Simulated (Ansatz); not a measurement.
# FeCo₃ (Pm-3m): electronic heat capacity from the density of states

Computed with Ansatz, DFT r2SCAN, scalar-relativistic, plane waves, PAW.

Settings: cutoff 500 eV, Γ-centred mesh 12×12×12 on the computed 4-atom cell, Gaussian smearing of 0.10 eV; collinear spin from starting moments 3.21 2.09 2.09 2.09 μB.

Relaxed cell: Pm-3m, a = 3.537 Å, b = 3.537 Å, c = 3.537 Å, α = 90.00°, β = 90.00°, γ = 90.00°, 4 atoms in the primitive cell. Whether it is the stable form of this composition wasn't checked.

The density of states at the Fermi level is 2.181 states/eV in the cell of 4 atoms (1 formula unit; both spins, tetrahedra on a 18×18×18 mesh). The run ends with a moment of 8.17 μB a cell (largest on a site 2.92 μB), and the figure is for this state; a paramagnetic sample can have a quite different one. Another magnetic order, if the compound takes it, can change N(E_F) and the shape of the cell a good deal.

**Question.** What Sommerfeld coefficient does this give?

**Answer.** Per formula unit N(E_F) = 2.181 states/eV. γ = (π²/3) k_B² N(E_F) N_A = 2.357 mJ/(mol K²) per state/eV, so γ = 5.1 mJ/(mol K²), a mole of formula units. This is the bare band result: a measured γ of the same phase and magnetic order is as a rule larger by a factor 1 + λ from phonons and spin fluctuations. N(E_F) at one energy is sensitive to the mesh where the density of states has sharp peaks.

The state reached may not be the lowest one. Only parallel moments were tried here.

Only this magnetic start was tried.

Cost: 1 run of about 2.3 core-minutes, on Intel Xeon Platinum 8259CL (Skylake/Cascade Lake) (shared hosts).